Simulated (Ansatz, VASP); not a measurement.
## Pb: VASP beside Ansatz

```
Pb
1.0
     3.43481    0.00000    0.00000
    -1.71741    2.97463    0.00000
     0.00000    0.00000    5.73214
Pb
2
Cartesian
  0.0000 1.9831 1.4330
  1.7174 0.9915 4.2991
```

Alike in both runs: functional PBEsol; k mesh 16 × 16 × 10; occupations fermi-dirac, width 0.08 eV; no spin polarisation.

Ansatz relaxed the structure, and its values are those at the end. VASP's run is a single point on that final structure, the one shown.

```csv
,VASP,Ansatz
version,VASP 6.6.1,Ansatz 0.2.0
potentials or method,"VASP PAW PBE potentials, release 64 (Pb_d)","PAW with Ansatz's default frozen-core files, scalar-relativistic"
plane-wave cutoff (eV),520,420
valence electrons in the cell,28,28
```

|  | VASP | Ansatz | Ansatz less VASP |
| --- | --- | --- | --- |
| pressure (GPa) | 0.9 | 1.0 | +0.07 |

The functional is the same, so the differences come from potentials, cutoffs and numerics.

Caveats: the PAW data sets were made with another functional, which shifts forces and pressure a little (VASP). The runs have no spin-orbit coupling, so splittings on Pb are missing.
